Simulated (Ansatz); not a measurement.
# Molybdenum, simple cubic under PBE: structure, energy and stiffness

Aim: take molybdenum in the simple cubic structure, relax it, solve it on a dense k-mesh, switch on spin-orbit coupling, then scale the cell to 7 volumes from 88 to 112 % of the relaxed one and try a fit of the equation of state. The k-meshes are 12×12×12 for the relaxation; 20×20×20 for the dense run; 12×12×12 for spin-orbit coupling; 14×14×14 for the volumes.

This is Mo in the simple cubic structure; at room conditions it is bcc.

Computed with Ansatz 0.2.0 (DFT PBE, plane waves (420 eV) with PAW, scalar-relativistic, unless a step says otherwise).

## Step 1: The structure to begin with

It takes space group Pm-3m (No. 221, cubic). Conventional cell: a = 2.563 Å, b = 2.563 Å, c = 2.563 Å, α = 90.00°, β = 90.00°, γ = 90.00°. Mo (site symmetry m-3m) has 6 Mo at 2.56 Å as nearest neighbours.

Coordinates:

```
CELL_PARAMETERS angstrom
2.56293 0.00000 0.00000
0.00000 2.56293 0.00000
0.00000 0.00000 2.56293
ATOMIC_POSITIONS crystal
Mo 0.00000 0.00000 0.00000
```

## Step 2: Geometry optimisation

input.yaml reads:

```yaml
crystal:
  lattice:
    - [2.5629259694, 0.0, 0.0]
    - [0.0, 2.5629259694, 0.0]
    - [0.0, 0.0, 2.5629259694]
  atoms:
    - { symbol: Mo, position: [0.0, 0.0, 0.0] }
hamiltonian:
  xc: pbe
  pseudopotentials:
    kind: paw
    azcp:
      Mo: "pseudopotentials/Mo.paw.azcp"
basis:
  ecutwfc: 420
  fft_grid_basis: typed
kpoints:
  mp_grid: { grid: [12, 12, 12], shift: [0, 0, 0] }
magnetization:
  spin_polarized: false
scf:
  occupations: { method: fermi_dirac, width: 0.1 }
relax:
  max_steps: 60
  f_tol: 0.01
  cell: {}
```

Launch:

```sh
$ ansatz run input.yaml --threads 1 --pin off --max-ram 3584MiB --backend cpu --events-out ev --progress --plain --runs-dir out
```

The log of the run:

```text
Engine: ansatz 0.2.0, x86_64-unknown-linux-gnu
Pseudopotentials: kind: paw
Pseudopotential: Mo, paw, valence charge 14, recommended cutoff 420 eV (normal), <dir>
Functional definition: PBE
  parameter kappa = 0.804
  parameter beta = 0.06672455060314922
  exchange = pbe_x(kappa = kappa, mu = beta*pi^2/3)
  correlation = pbe_c(beta = beta)
Crystal: 1 atoms, lattice volume = 16.835 Å³
Basis set: ecut = 420 eV, 341 PW (Γ), exchange–correlation on 36×36×36 points (8 copies of the dense FFT grid, shifted against one another)
Bands: 11, of which v1, the nominal top of the filled ones, is band 7 counted from 1 (6 counted from 0)
Symmetry: 48 space group operations
Space group: Pm-3m (ITA 221), of the structure as read, at distance tolerance 2.6e-5 Å
k-points: 84 of 1728
Non-local potential: Mo, projectors of the file, l = 0: 3, l = 1: 2, l = 2: 2, l = 3: 1
PAW form: soft (Blöchl's): semilocal exchange-correlation on the pseudo side does not see the compensation charge
PAW one-centre angular grid: Mo, 590 points (default); XC on 64 Gauss nodes
Initial density: superposition of atomic densities (neutral atoms: chi_scale 0, normalization atom), corrected by the library's trained network
Initial wavefunctions: pseudopotential atomic-orbital guess
Functional: x = pbe(κ = 0.804, μ = 0.2195149727645171), c = pbe(β = 0.06672455060314922)
SCF iter   1: F=—  HF=-4954.863974 eV  |F-HF|=—  |Δ(HF+E_count)|=         —  Δρ=4.57e-3  dr2=1.41e-3  ethr=1.77e-3  ⟨swp⟩=5.0  Hψ=5415  notcnv=0
preconditioner: auto → none  [metal: Δε(μ)=0.049 eV  Ē_g=7.583 eV  σ=0.100 eV  W_gap=0.12  n_scr=6 (ndim 8)  ℏωp=22.2 eV  f_vac=0.000  D(μ)=1.07/eV (n_scr^D=6)  sad-step TF]
SCF iter   2: F=—  HF=-4954.864016 eV  |F-HF|=—  |Δ(HF+E_count)|=   4.16e-5  Δρ=2.70e-3  dr2=4.56e-4  ethr=1.01e-5  ⟨swp⟩=1.8  Hψ=1793  notcnv=0
SCF iter   3: F=—  HF=-4954.864192 eV  |F-HF|=—  |Δ(HF+E_count)|=   1.76e-4  Δρ=4.56e-4  dr2=3.39e-5  ethr=3.26e-6  ⟨swp⟩=1.0  Hψ=924  notcnv=0
SCF iter   4: F=—  HF=-4954.864193 eV  |F-HF|=—  |Δ(HF+E_count)|=   1.77e-6  Δρ=1.07e-4  dr2=4.76e-7  ethr=2.42e-7  ⟨swp⟩=2.9  Hψ=1515  notcnv=0
SCF iter   5: F=—  HF=-4954.864193 eV  |F-HF|=—  |Δ(HF+E_count)|=   1.77e-7  Δρ=3.03e-5  dr2=1.07e-7  ethr=3.40e-9  ⟨swp⟩=2.0  Hψ=1512  notcnv=0
SCF iter   6: F=-4954.864193 eV  HF=-4954.864193 eV  |F-HF|=3.46e-9  |Δ(HF+E_count)|=   4.08e-8  Δρ=6.46e-6  dr2=4.11e-9  ethr=7.14e-10  ⟨swp⟩=4.0  Hψ=2768  notcnv=0
SCF 1 converged in 6 iterations: F = -4954.864193 eV  dr2 = 4.11e-9
relax step   1: F+E_penalty+E_count = -4954.86419341 eV  Δ(F+E_penalty+E_count) = +0.000e0 eV  max|allowed force component| = 0.000e0 eV/Å  Δτ_max = 0.0000 Å  P = +10.019 GPa  Ω = 16.835 Å³  (6 SCF iters, dr2 threshold 1.00e-7 eV, accepted)
Crystal: 1 atoms, lattice volume = 18.382 Å³
Basis set: ecut = 420 eV, 365 PW (Γ), exchange–correlation on 36×36×36 points (8 copies of the dense FFT grid, shifted against one another)
Initial density: handed on by an earlier stage of this run
Initial wavefunctions: those handed on with the density
iter 1 solved again at ethr=6.14e-6 eV; its pass at ethr=3.10e-3 eV (dr2=8.59e-4 eV) is discarded
SCF iter   1: F=—  HF=-4954.871230 eV  |F-HF|=—  |Δ(HF+E_count)|=         —  Δρ=3.81e-3  dr2=8.12e-4  ethr=6.14e-6  ⟨swp⟩=1.5  Hψ=7226  notcnv=0
preconditioner: auto → none  [metal: Δε(μ)=0.037 eV  Ē_g=6.906 eV  σ=0.100 eV  W_gap=0.09  n_scr=6 (ndim 8)  ℏωp=21.2 eV  f_vac=0.000  D(μ)=0.97/eV (n_scr^D=6)]
SCF iter   2: F=—  HF=-4954.871841 eV  |F-HF|=—  |Δ(HF+E_count)|=   6.11e-4  Δρ=1.89e-3  dr2=1.99e-4  ethr=5.80e-6  ⟨swp⟩=1.0  Hψ=924  notcnv=0
SCF iter   3: F=—  HF=-4954.872080 eV  |F-HF|=—  |Δ(HF+E_count)|=   2.39e-4  Δρ=3.88e-4  dr2=2.57e-5  ethr=1.42e-6  ⟨swp⟩=2.4  Hψ=1381  notcnv=0
SCF iter   4: F=—  HF=-4954.872109 eV  |F-HF|=—  |Δ(HF+E_count)|=   2.88e-5  Δρ=3.78e-5  dr2=1.06e-7  ethr=1.84e-7  ⟨swp⟩=2.8  Hψ=1524  notcnv=0
SCF iter   5: F=-4954.872109 eV  HF=-4954.872109 eV  |F-HF|=1.46e-9  |Δ(HF+E_count)|=   9.84e-9  Δρ=3.95e-6  dr2=3.09e-9  ethr=7.14e-10  ⟨swp⟩=4.0  Hψ=2737  notcnv=0
SCF 2 converged in 5 iterations: F = -4954.872109 eV  dr2 = 3.09e-9
relax step   2: F+E_penalty+E_count = -4954.87210908 eV  Δ(F+E_penalty+E_count) = -7.916e-3 eV  max|allowed force component| = 0.000e0 eV/Å  Δτ_max = 0.0000 Å  P = -7.042 GPa  Ω = 18.382 Å³  energy of the carried Pulay correction = -4.130e-4 eV  (5 SCF iters, dr2 threshold 1.00e-7 eV, accepted)
Crystal: 1 atoms, lattice volume = 17.710 Å³
iter 1 solved again at ethr=9.92e-7 eV; its pass at ethr=3.10e-3 eV (dr2=1.39e-4 eV) is discarded
SCF iter   1: F=—  HF=-4954.888472 eV  |F-HF|=—  |Δ(HF+E_count)|=         —  Δρ=1.62e-3  dr2=1.40e-4  ethr=9.92e-7  ⟨swp⟩=2.7  Hψ=7197  notcnv=0
preconditioner: auto → none  [metal: Δε(μ)=0.045 eV  Ē_g=7.183 eV  σ=0.100 eV  W_gap=0.11  n_scr=6 (ndim 8)  ℏωp=21.6 eV  f_vac=0.000  D(μ)=1.01/eV (n_scr^D=6)]
SCF iter   2: F=—  HF=-4954.888573 eV  |F-HF|=—  |Δ(HF+E_count)|=   1.02e-4  Δρ=8.30e-4  dr2=3.65e-5  ethr=9.92e-7  ⟨swp⟩=1.0  Hψ=924  notcnv=0
SCF iter   3: F=—  HF=-4954.888638 eV  |F-HF|=—  |Δ(HF+E_count)|=   6.47e-5  Δρ=4.43e-5  dr2=3.59e-7  ethr=2.61e-7  ⟨swp⟩=1.7  Hψ=1276  notcnv=0
SCF iter   4: F=-4954.888638 eV  HF=-4954.888638 eV  |F-HF|=3.19e-9  |Δ(HF+E_count)|=   1.23e-7  Δρ=1.23e-5  dr2=1.07e-8  ethr=7.14e-10  ⟨swp⟩=4.0  Hψ=2965  notcnv=0
SCF 3 converged in 4 iterations: F = -4954.888638 eV  dr2 = 1.07e-8
relax step   3: F+E_penalty+E_count = -4954.88863807 eV  Δ(F+E_penalty+E_count) = -1.653e-2 eV  max|allowed force component| = 0.000e0 eV/Å  Δτ_max = 0.0000 Å  P = -0.547 GPa  Ω = 17.710 Å³  energy of the carried Pulay correction = -2.382e-4 eV  (4 SCF iters, dr2 threshold 1.00e-7 eV, accepted)
Crystal: 1 atoms, lattice volume = 17.656 Å³
iter 1 solved again at ethr=9.11e-9 eV; its pass at ethr=3.10e-3 eV (dr2=1.27e-6 eV) is discarded
SCF iter   1: F=—  HF=-4954.888712 eV  |F-HF|=—  |Δ(HF+E_count)|=         —  Δρ=1.36e-4  dr2=9.41e-7  ethr=9.11e-9  ⟨swp⟩=3.1  Hψ=6855  notcnv=0
preconditioner: auto → none  [metal: Δε(μ)=0.045 eV  Ē_g=7.208 eV  σ=0.100 eV  W_gap=0.11  n_scr=6 (ndim 8)  ℏωp=21.6 eV  f_vac=0.000  D(μ)=1.01/eV (n_scr^D=6)]
SCF iter   2: F=—  HF=-4954.888740 eV  |F-HF|=—  |Δ(HF+E_count)|=   2.72e-5  Δρ=6.94e-5  dr2=2.47e-7  ethr=6.72e-9  ⟨swp⟩=1.0  Hψ=924  notcnv=0
SCF iter   3: F=-4954.888740 eV  HF=-4954.888740 eV  |F-HF|=8.42e-9  |Δ(HF+E_count)|=   2.87e-7  Δρ=7.51e-6  dr2=1.07e-8  ethr=7.14e-10  ⟨swp⟩=4.0  Hψ=2950  notcnv=0
SCF 4 converged in 3 iterations: F = -4954.888740 eV  dr2 = 1.07e-8
relax step   4: F+E_penalty+E_count = -4954.88873991 eV  Δ(F+E_penalty+E_count) = -1.018e-4 eV  max|allowed force component| = 0.000e0 eV/Å  Δτ_max = 0.0000 Å  P = +0.034 GPa  Ω = 17.656 Å³  energy of the carried Pulay correction = -2.237e-4 eV  (3 SCF iters, dr2 threshold 1.00e-7 eV, accepted)
Initial wavefunctions: pseudopotential atomic-orbital guess (no wavefunctions were taken with the density)
iter 1 solved again at ethr=2.64e-8 eV; its pass at ethr=3.10e-3 eV (dr2=3.69e-6 eV) is discarded
SCF iter   1: F=—  HF=-4954.888906 eV  |F-HF|=—  |Δ(HF+E_count)|=         —  Δρ=1.91e-4  dr2=3.61e-7  ethr=2.64e-8  ⟨swp⟩=3.2  Hψ=8141  notcnv=0
SCF iter   2: F=—  HF=-4954.888944 eV  |F-HF|=—  |Δ(HF+E_count)|=   3.73e-5  Δρ=9.44e-5  dr2=7.95e-8  ethr=2.58e-9  ⟨swp⟩=1.0  Hψ=924  notcnv=0
SCF iter   3: F=—  HF=-4954.888947 eV  |F-HF|=—  |Δ(HF+E_count)|=   3.04e-6  Δρ=4.15e-6  dr2=3.02e-10  ethr=5.68e-10  ⟨swp⟩=2.2  Hψ=1509  notcnv=0
SCF iter   4: F=—  HF=-4954.888947 eV  |F-HF|=—  |Δ(HF+E_count)|=   5.74e-9  Δρ=6.70e-7  dr2=5.92e-11  ethr=1.00e-12  ⟨swp⟩=5.9  Hψ=3803  notcnv=0
SCF iter   5: F=-4954.888947 eV  HF=-4954.888947 eV  |F-HF|=1.82e-12  |Δ(HF+E_count)|=  1.09e-11  Δρ=1.43e-7  dr2=1.38e-12  ethr=1.00e-12  ⟨swp⟩=3.7  Hψ=3913  notcnv=0
SCF 5 converged in 5 iterations: F = -4954.888947 eV  dr2 = 1.38e-12
relax step   5: F+E_penalty+E_count = -4954.88894662 eV  Δ(F+E_penalty+E_count) = -2.067e-4 eV  max|allowed force component| = 0.000e0 eV/Å  Δτ_max = 0.0000 Å  P = +0.026 GPa  Ω = 17.656 Å³  stress off target by 2.61e-2 GPa  SCF on the basis re-selected at this cell (its energy is not comparable with the rows above)  (5 SCF iters)
basis re-selected at this cell: Δ(F+E_penalty+E_count) = -2.067e-4 eV, ΔP = -0.008 GPa vs the last step (what re-selecting the basis moved, of the pressure what is left beyond the Pulay correction that the steps carried, after the strain that the cell walked since its last selection, with what the two solves' SCF thresholds leave and, on support functions, any second-order correction that the steps lacked; it is no measure of the basis error at this ecutwfc). This SCF's stress stands 2.61e-2 GPa from its target on what of the cell is left free (relax.cell.stress_tol is 5.00e-2 GPa) and its largest allowed force component is 0.00e0 eV/Å (relax.f_tol is 1.00e-2 eV/Å): within both
SCF converged after 5 iterations
Free energy (F): -4954.888947 eV
Harris-Foulkes:  -4954.888947 eV  (|F-HF|=1.82e-12)
Internal energy: -4954.855819 eV  (E = F + TS)
E sigma→0 (E₀):  -4954.872383 eV
Entropy (-TS):   -0.033128 eV (-33.128 meV/atom)
Fermi energy:    18.104397 eV
--- Per-component energies (eV) ---
  E_band       = -92.242246
  E_kinetic    = 441.115728
  E_local      = -931.796932  (includes V_loc(G=0)·N_el)
  E_nonlocal   = 144.871947
  E_hartree    = 313.212332
  E_xc         = -182.687325
  E_vxc        = -227.941558  (∫ρ·V_xc dr)
  E_paw        = -3201.939488  (= ΣΔE_a)
  E_vpaw       = -144.916165  (= ΣTr[D̂ρ^β])
  E_aug_tail   = 0.000042  (compensation charges beyond the density's cutoff)
  E_ewald      = -1537.632123
  E_smearing   = -0.033128  (= −TS)
  E_closure    = 0.000000  (closes the sum)
  Σ components = -4954.888947   (vs F -4954.888947, Δ=0.00e0)
--- Forces (eV/Å), atoms counted from 1 ---
  atom   1  Mo     0.00000000    -0.00000000    -0.00000000
  max |Σ_I F_I| component: 3.70e-32 eV/Å
--- Stress (GPa, compression-positive) ---
        0.026061      -0.000000       0.000000
       -0.000000       0.026061      -0.000000
        0.000000      -0.000000       0.026061
  P = ⅓ Tr σ = 0.0261 GPa (0.261 kbar)
--- Relaxed structure (4 steps of the walk, 4 accepted, 1 SCFs on fresh bases) ---
  F+E_penalty+E_count = -4954.88894662 eV   max|allowed force component| = 0.000e0 eV/Å   (the final SCF, on the basis selected at the relaxed cell)
  cell:  # Å, volume = 17.6559 Å³
    - [2.603935990846685, 4.433651226141449e-34, 0.0]
    - [4.433651226141449e-34, 2.603935990846685, -3.209883240645393e-35]
    - [0.0, -3.209883240645393e-35, 2.603935990846685]
  atoms:
    - { symbol: Mo, position: [0.0, 0.0, 0.0] }
```

Run time: 7.3 s. Hardware: 1 thread of Intel Xeon Platinum 8259CL at 2.50GHz (Skylake/Cascade Lake), shared host; peak memory 0.47 GiB.

Relaxation path:

```csv
step,energy change (meV/atom),largest force (eV/Å),pressure (GPa),volume (Å³/atom)
1,0.00,0.0000,10.02,16.835
2,-7.92,0.0000,-7.04,18.382
3,-24.44,0.0000,-0.55,17.710
4,-24.55,0.0000,0.03,17.656
5,-24.75,0.0000,0.03,17.656
```

Steps that repeat a cell are solved on a basis chosen anew, so their changes of energy are no gain of the relaxation.

Changes in the cell that was computed:

|  | before | after | change |
| --- | --- | --- | --- |
| a (Å) | 2.563 | 2.604 | +1.6 % |
| b (Å) | 2.563 | 2.604 | +1.6 % |
| c (Å) | 2.563 | 2.604 | +1.6 % |
| volume (Å³/atom) | 16.835 | 17.656 | +4.9 % |
| shortest distance (Å) | 2.563 | 2.604 | +1.6 % |
| space group (spins left aside) | Pm-3m | Pm-3m | same |

## Step 3: Single point on a dense mesh

input.yaml reads:

```yaml
crystal:
  lattice:
    - [2.6039359908, 0.0, 0.0]
    - [0.0, 2.6039359908, 0.0]
    - [0.0, 0.0, 2.6039359908]
  atoms:
    - { symbol: Mo, position: [0.0, 0.0, 0.0] }
hamiltonian:
  xc: pbe
  pseudopotentials:
    kind: paw
    azcp:
      Mo: "pseudopotentials/Mo.paw.azcp"
basis:
  ecutwfc: 420
  fft_grid_basis: typed
kpoints:
  mp_grid: { grid: [20, 20, 20], shift: [0, 0, 0] }
magnetization:
  spin_polarized: false
scf:
  occupations: { method: fermi_dirac, width: 0.1 }
```

Launch:

```sh
$ ansatz run input.yaml --threads 1 --pin off --max-ram 3584MiB --backend cpu --events-out ev --progress --plain --runs-dir out
```

The log of the run, cut to the lines that bear on the results:

```text
[...]
Pseudopotentials: kind: paw
Pseudopotential: Mo, paw, valence charge 14, recommended cutoff 420 eV (normal), <dir>
Functional definition: PBE
[...]
Crystal: 1 atoms, lattice volume = 17.656 Å³
Basis set: ecut = 420 eV, 341 PW (Γ)
Bands: 11, of which v1, the nominal top of the filled ones, is band 7 counted from 1 (6 counted from 0)
Symmetry: 48 space group operations
Space group: Pm-3m (ITA 221), of the structure as read, at distance tolerance 2.6e-5 Å
k-points: 286 of 8000
[...]
SCF iter   1: F=—  HF=-4954.886483 eV  |F-HF|=—  |Δ(HF+E_count)|=         —  Δρ=4.19e-3  dr2=1.05e-3  ethr=1.77e-3  ⟨swp⟩=5.0  Hψ=18486  notcnv=0
[...]
SCF iter   6: F=-4954.886751 eV  HF=-4954.886751 eV  |F-HF|=5.01e-9  |Δ(HF+E_count)|=   3.77e-8  Δρ=8.35e-6  dr2=6.29e-9  ethr=7.14e-10  ⟨swp⟩=2.0  Hψ=6291  notcnv=0
[...]
SCF converged after 6 iterations
Free energy (F): -4954.886751 eV
[...]
E sigma→0 (E₀):  -4954.868576 eV
Entropy (-TS):   -0.036349 eV (-36.349 meV/atom)
Fermi energy:    18.130804 eV
[...]
```

Wall time 4.2 s (1 thread of Intel Xeon Platinum 8259CL at 2.50GHz (Skylake/Cascade Lake), shared host); peak memory 0.49 GiB.

## Step 4: A two-component run at the same geometry

Edit input.yaml of step 3 so:

```diff
@@ -10,3 +10,3 @@
   pseudopotentials:
-    kind: paw
+    kind: paw_fr
     azcp:
@@ -17,5 +17,6 @@
 kpoints:
-  mp_grid: { grid: [20, 20, 20], shift: [0, 0, 0] }
+  mp_grid: { grid: [12, 12, 12], shift: [0, 0, 0] }
 magnetization:
-  spin_polarized: false
+  noncollinear: true
+  spin_orbit: true
 scf:
```

Launch:

```sh
$ ansatz run input.yaml --threads 1 --pin off --max-ram 3584MiB --backend cpu --events-out ev --progress --plain --runs-dir out
```

The log of the run, cut to the lines that bear on the results:

```text
[...]
Pseudopotentials: kind: paw_fr
Pseudopotential: Mo, paw_fr, valence charge 14, recommended cutoff 420 eV (normal), <dir>
Functional definition: PBE
[...]
non-collinear run that drives no moment, with spin-orbit: no starting moment large enough to seed its density (crystal.atoms[].spin), no starting occupations that ask for one, no magnetisation constraint and no magnetic field, so the semilocal B_xc is pinned to zero
Crystal: 1 atoms, lattice volume = 17.656 Å³
Basis set: ecut = 420 eV, 341 PW (Γ)
Bands: 22, of which v1, the nominal top of the filled ones, is band 14 counted from 1 (13 counted from 0)
Symmetry: 48 space group operations + 48 with time reversal
Magnetic group: BNS 221.93 (UNI 1595), of the structure as read, at distance tolerance 2.6e-5 Å
k-points: 84 of 1728
Projection manifold: j_resolved (fully-relativistic pseudo-atomic orbitals)
[...]
SCF iter   1: F=—  HF=-4956.452736 eV  |F-HF|=—  |Δ(HF+E_count)|=         —  Δρ=8.63e-2  dr2=1.21e0  dr2_m=0.00e0 (ungated)  ethr=3.10e-3  |M|=0.00e0 ∫|m|=0.00e0 μB  |m|>n=0.0e0 m-floor=0.0e0 τ_xc=0.0e0  β_m=0.30  ⟨swp⟩=7.1  Hψ=5034  notcnv=0  defer=8
[...]
SCF iter   7: F=-4956.057521 eV  HF=-4956.057521 eV  |F-HF|=3.00e-11  |Δ(HF+E_count)|=   1.86e-9  Δρ=1.15e-6  dr2=1.12e-10  dr2_m=0.00e0 (ungated)  ethr=1.44e-10  |M|=0.00e0 ∫|m|=0.00e0 μB  |m|>n=0.0e0 m-floor=0.0e0 τ_xc=0.0e0  ⟨swp⟩=1.0  Hψ=2767  notcnv=0
[...]
SCF converged after 7 iterations
Magnetization: |M| = 0.0000 μB,  M = (+0.0000, +0.0000, +0.0000) μB
Absolute magnetization: 0.0000 μB (∫|m|)
  site 0: m = (+0.0000, +0.0000, +0.0000) μB, |m| = 0.0000 μB  (R = 1.07 Å)
Free energy (F): -4956.057521 eV
[...]
E sigma→0 (E₀):  -4956.041140 eV
Entropy (-TS):   -0.032763 eV (-32.763 meV/atom)
Fermi energy:    18.109039 eV
[...]
```

Run time: 6.6 s. Hardware: 1 thread of Intel Xeon Platinum 8259CL at 2.50GHz (Skylake/Cascade Lake), shared host; peak memory 0.45 GiB.

Side by side:

|  | scalar-relativistic | with spin-orbit coupling |
| --- | --- | --- |
| k-mesh | 20×20×20 | 12×12×12 |
| gap on the mesh | none (levels filled in part) | none (levels filled in part) |

The meshes differ, so small differences between the columns need not come from spin-orbit coupling.

## Step 5: Equation of state: 88 %

input.yaml reads:

```yaml
crystal:
  lattice:
    - [2.4953101226, 0.0, 0.0]
    - [0.0, 2.4953101226, 0.0]
    - [0.0, 0.0, 2.4953101226]
  atoms:
    - { symbol: Mo, position: [0.0, 0.0, 0.0] }
hamiltonian:
  xc: pbe
  pseudopotentials:
    kind: paw
    azcp:
      Mo: "pseudopotentials/Mo.paw.azcp"
basis:
  ecutwfc: 420
  fft_grid_basis: typed
kpoints:
  mp_grid: { grid: [14, 14, 14], shift: [0, 0, 0] }
magnetization:
  spin_polarized: false
scf:
  occupations: { method: fermi_dirac, width: 0.1 }
  lower_state_search: "off"
output:
  stress: true
```

Launch:

```sh
$ ansatz run input.yaml --threads 1 --pin off --max-ram 3584MiB --backend cpu --events-out ev --progress --plain --runs-dir out
```

The log of the run, cut to the lines that bear on the results:

```text
[...]
Pseudopotentials: kind: paw
Pseudopotential: Mo, paw, valence charge 14, recommended cutoff 420 eV (normal), <dir>
Functional definition: PBE
[...]
Crystal: 1 atoms, lattice volume = 15.537 Å³
Basis set: ecut = 420 eV, 305 PW (Γ)
Bands: 11, of which v1, the nominal top of the filled ones, is band 7 counted from 1 (6 counted from 0)
Symmetry: 48 space group operations
Space group: Pm-3m (ITA 221), of the structure as read, at distance tolerance 2.5e-5 Å
k-points: 120 of 2744
[...]
SCF iter   1: F=—  HF=-4954.715454 eV  |F-HF|=—  |Δ(HF+E_count)|=         —  Δρ=3.65e-3  dr2=1.18e-3  ethr=1.77e-3  ⟨swp⟩=5.0  Hψ=7789  notcnv=0
[...]
SCF iter   6: F=-4954.715627 eV  HF=-4954.715627 eV  |F-HF|=7.48e-10  |Δ(HF+E_count)|=   1.86e-8  Δρ=3.27e-6  dr2=9.29e-10  ethr=3.19e-10  ⟨swp⟩=2.0  Hψ=4658  notcnv=0
[...]
SCF converged after 6 iterations
Free energy (F): -4954.715627 eV
[...]
E sigma→0 (E₀):  -4954.699573 eV
Entropy (-TS):   -0.032107 eV (-32.107 meV/atom)
Fermi energy:    21.158570 eV
[...]
--- Stress (GPa, compression-positive) ---
       30.085877      -0.000000       0.000000
        0.000000      30.085877       0.000000
        0.000000       0.000000      30.085877
  P = ⅓ Tr σ = 30.0859 GPa (300.859 kbar)
```

Wall time 2.3 s (1 thread of Intel Xeon Platinum 8259CL at 2.50GHz (Skylake/Cascade Lake), shared host); peak memory 0.45 GiB.

## Step 6: Equation of state: 92 %

Edit input.yaml of step 5 so:

```diff
@@ -2,5 +2,5 @@
   lattice:
-    - [2.4953101226, 0.0, 0.0]
-    - [0.0, 2.4953101226, 0.0]
-    - [0.0, 0.0, 2.4953101226]
+    - [2.5325590489, 0.0, 0.0]
+    - [0.0, 2.5325590489, 0.0]
+    - [0.0, 0.0, 2.5325590489]
   atoms:
```

Launch:

```sh
$ ansatz run input.yaml --threads 1 --pin off --max-ram 3584MiB --backend cpu --events-out ev --progress --plain --runs-dir out
```

The log of the run, cut to the lines that bear on the results:

```text
[...]
Pseudopotentials: kind: paw
Pseudopotential: Mo, paw, valence charge 14, recommended cutoff 420 eV (normal), <dir>
Functional definition: PBE
[...]
Crystal: 1 atoms, lattice volume = 16.243 Å³
Basis set: ecut = 420 eV, 305 PW (Γ)
Bands: 11, of which v1, the nominal top of the filled ones, is band 7 counted from 1 (6 counted from 0)
Symmetry: 48 space group operations
Space group: Pm-3m (ITA 221), of the structure as read, at distance tolerance 2.5e-5 Å
k-points: 120 of 2744
[...]
SCF iter   1: F=—  HF=-4954.819174 eV  |F-HF|=—  |Δ(HF+E_count)|=         —  Δρ=2.99e-3  dr2=8.10e-4  ethr=1.77e-3  ⟨swp⟩=5.0  Hψ=7721  notcnv=0
[...]
SCF iter   6: F=-4954.819493 eV  HF=-4954.819493 eV  |F-HF|=3.02e-9  |Δ(HF+E_count)|=   1.63e-8  Δρ=6.63e-6  dr2=3.64e-9  ethr=2.90e-10  ⟨swp⟩=2.0  Hψ=4494  notcnv=0
[...]
SCF converged after 6 iterations
Free energy (F): -4954.819493 eV
[...]
E sigma→0 (E₀):  -4954.802417 eV
Entropy (-TS):   -0.034152 eV (-34.152 meV/atom)
Fermi energy:    20.085454 eV
[...]
--- Stress (GPa, compression-positive) ---
       17.485367       0.000000      -0.000000
        0.000000      17.485367       0.000000
        0.000000       0.000000      17.485367
  P = ⅓ Tr σ = 17.4854 GPa (174.854 kbar)
```

It took 2.4 s on 1 thread of Intel Xeon Platinum 8259CL at 2.50GHz (Skylake/Cascade Lake), shared host; peak memory 0.46 GiB.

(Part 1 of 2 ends here.)
